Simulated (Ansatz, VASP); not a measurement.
# Ge: VASP beside Ansatz

```
CELL_PARAMETERS angstrom
0.00000 2.88053 2.88053
2.88053 0.00000 2.88053
2.88053 2.88053 0.00000
ATOMIC_POSITIONS crystal
Ge 0.50000 0.50000 0.50000
Ge 0.75000 0.75000 0.75000
```

Alike in both runs: functional PBE; k mesh 14 × 14 × 14; occupations gaussian, width 0.1 eV; no spin polarisation.

Ansatz relaxed the structure, and its values are those at the end. VASP's run is a single point on that final structure, the one shown.

```csv
,VASP,Ansatz
version,VASP 6.6.1,Ansatz 0.2.0
potentials or method,"VASP PAW PBE potentials, release 64 (Ge_d)","scalar-relativistic, plane waves, PAW"
plane-wave cutoff (eV),520,420
valence electrons in the cell,28,28
```

|  | VASP | Ansatz | Ansatz less VASP |
| --- | --- | --- | --- |
| gap on the k mesh at the Fermi level (eV) | none | none | - |
| pressure (GPa) | -0.1 | 0.0 | +0.10 |

A gap of «none» marks a metal or a gap that the smearing closes. The functional is the same, so the differences come from potentials, cutoffs and numerics.

Caveats: this crystal is a semiconductor, whose small gap the functional closes, so the metal is an error of the method.
